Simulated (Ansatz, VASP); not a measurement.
## Two plane-wave programs on ZrB2

```
Zr B
1.0
     3.28355    0.00000    0.00000
    -1.64177    2.84364    0.00000
     0.00000    0.00000    3.04845
Zr B
1 2
Cartesian
  0.0000 0.0000 0.0000
  0.0000 1.8958 1.5242
  1.6418 0.9479 1.5242
```

Alike in both runs: task single point; functional LDA; k mesh 18 × 18 × 12; occupations gaussian, width 0.15 eV; no spin polarisation.

|  | VASP | Ansatz |
| --- | --- | --- |
| version | VASP 6.6.1 | Ansatz 0.2.0 |
| potentials or method | VASP PAW LDA potentials, release 64 (Zr_sv, B) | scalar-relativistic, plane waves, PAW |
| plane-wave cutoff (eV) | 520 | 520 |
| valence electrons in the cell | 18 | 18 |

|  | VASP | Ansatz | Ansatz less VASP |
| --- | --- | --- | --- |
| gap on the k mesh at the Fermi level (eV) | none | none | - |
| pressure (GPa) | 12.7 | 12.0 | -0.63 |
| largest component of the traceless stress (GPa) | 42.42 | 42.41 | -0.004 |

A gap of «none» marks a metal or a gap that the smearing closes.
